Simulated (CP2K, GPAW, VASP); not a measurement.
One calculation of SrO, 3 ways

```
Sr O
1.0
     5.06323    0.00000    0.00000
     0.00000    5.06323    0.00000
     0.00000    0.00000    5.06323
Sr O
4 4
Direct
  0.50000 0.00000 0.00000
  0.00000 0.50000 0.00000
  0.00000 0.00000 0.50000
  0.50000 0.50000 0.50000
  0.00000 0.00000 0.00000
  0.00000 0.50000 0.50000
  0.50000 0.00000 0.50000
  0.50000 0.50000 0.00000
```

Alike in all runs: task band structure; functional revPBE; dispersion D4; k mesh 5 × 5 × 5; occupations gaussian, width 0.1 eV; no spin polarisation; no spin-orbit coupling. Pressure is positive in compression and, in plane waves, holds the error of the finite cutoff. Gaps are the smaller of the mesh's and the band path's.

```tsv
program and potentials	plane-wave cutoff (eV)	notes	band gap (eV)	pressure (GPa)
CP2K, POTENTIAL_UZH Sr GTH-PBE-q10, O GTH-PBE-q6; TZVP-MOLOPT-PBE-GTH basis	-	atomic basis; potentials made for PBE	3.48	8.10
VASP, PBE PAW files O, Sr_sv, 520 eV	520	potentials made for PBE	3.32	7.51
GPAW, the program's PAW data sets (release 1.2.1) made for this functional	800	-	?	?
```

Problem. Estimate from the other rows what the run with GPAW, the program's PAW data sets (release 1.2.1) made for this functional gave.

Solution. Band gap 3.43 eV; pressure 7.38 GPa. The other rows, which needn't bracket it: band gap 3.32 to 3.48; pressure 7.51 to 8.10.
